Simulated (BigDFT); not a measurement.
SiS (silylene, thioxo-) in BigDFT: the effect of functional and hybrids

Molecule: SiS (silylene, thioxo-), in a box.

```xyz
2
Lattice="9.0000 0.0000 0.0000 0.0000 9.0000 0.0000 0.0000 0.0000 11.0000" Properties=species:S:1:pos:R:3 pbc="T T T"
Si    4.5130    4.5210    4.5693
S     4.5130    4.5210    6.4987
```

Alike in all runs:

```yaml
Program: BigDFT 1.9.6
Task: single point
Potentials_or_basis: GTH-PBE (S q6, Si q4)
Grid_spacing: 0.51 bohr
Occupations: fixed
Spin: no spin polarisation
```

```tsv
functional and hybrids	functional	largest force (eV/Å)
PBE0	PBE0	0.21
B3LYP	B3LYP	0.12
HF	HF	1.29
LDA	LDA	0.53
BLYP	BLYP	0.41
revPBE	revPBE	0.42
BP86	BP86	0.41
B97-D	B97-D	0.18
PBEsol	PBEsol	?
```

What does the run with functional and hybrids PBEsol give?

Largest force 0.48 eV/Å.

Caveats: the potentials were made for another functional, which shifts forces and pressure; boundaries are free: the box only frames the coordinates.

Runs at the PBE level aren't shown here.
